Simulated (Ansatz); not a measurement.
# simple cubic against fcc along group 14

Computed with Ansatz, DFT, HSE06, plane waves (420 eV) with PAW, scalar-relativistic. (PAW data from PBE, frozen cores regenerated.)

Each structure is relaxed within its symmetry, in the lowest magnetic state of the tried starts. Differences under about 8 meV lie within the error of the k-point mesh.

The hybrid is evaluated at the semilocal geometry on a coarser k-mesh, and its energy is corrected by the semilocal functional's change from that mesh to the dense one.

| element | E(simple cubic) − E(fcc) (meV/atom) | V(simple cubic) (Å³/atom) | V(fcc) (Å³/atom) | state of simple cubic | state of fcc |
| --- | --- | --- | --- | --- | --- |
| C | -1989 | 5.53 | 7.32 | spin not included | spin not included |
| Si | ? | ? | ? | ? | ? |
| Ge | -120 | 19.99 | 19.56 | spin not included | spin not included |

Question: Fill in the row of Si.

Answer: E(simple cubic) − E(fcc) (meV/atom): -203; V(simple cubic) (Å³/atom): 16.20; V(fcc) (Å³/atom): 14.44; state of simple cubic: spin not included; state of fcc: spin not included.
